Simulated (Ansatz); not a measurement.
Cell and atoms are relaxed with the symmetry kept. Start:

```cif
data_structure
_symmetry_space_group_name_H-M 'Fddd:1'
_symmetry_Int_Tables_number 70
_cell_length_a 4.7049
_cell_length_b 7.9797
_cell_length_c 8.7831
_cell_angle_alpha 90.000
_cell_angle_beta 90.000
_cell_angle_gamma 90.000
_cell_volume 329.75
loop_
_atom_site_label
_atom_site_type_symbol
_atom_site_symmetry_multiplicity
_atom_site_Wyckoff_symbol
_atom_site_fract_x
_atom_site_fract_y
_atom_site_fract_z
_atom_site_occupancy
Al1 Al 16 f 0.75000 0.57906 0.25000 1
Ru1 Ru 8 b 0.75000 0.25000 0.25000 1
```

The calculation used DFT PBEsol, scalar-relativistic, plane waves, PAW (Ansatz 0.2.0).

Settings: cutoff 420 eV, Γ-centred mesh 10×10×10 on the computed 6-atom cell, Gaussian smearing of 0.01 eV; no spin polarisation.

Question: What does it relax to?

Answer: The volume decreases by 0.04 Å³/atom to 13.70 Å³/atom, and the energy changes by under 0.1 meV/atom. Final structure:
```
Al Ru
1.0
     0.00000    3.98765    4.38508
     2.35057    0.00000    4.38508
     2.35057    3.98765    0.00000
Al Ru
4 2
Direct
  0.07895 0.42105 0.07895
  0.42105 0.07895 0.42105
  0.17105 0.82895 0.17105
  0.82895 0.17105 0.82895
  0.75000 0.75000 0.75000
  0.50000 0.50000 0.50000
```

Course of the relaxation (steps run on the plane waves of an earlier cell, and the basis is chosen afresh near the end, so energy and pressure can step there; trial steps that raised the energy were taken back; energies are free energies):

| step | E − E_final (meV/atom) | largest force component (eV/Å) | P (GPa) | V (Å³/atom) |
| --- | --- | --- | --- | --- |
| 1 | 0.1 | 0.015 | -0.53 | 13.74 |
| 2 | 0.0 | 0.002 | 0.10 | 13.69 |
| 3 | 0.0 | 0.002 | 0.00 | 13.70 |
| 4 | 0.0 | 0.002 | 0.00 | 13.70 |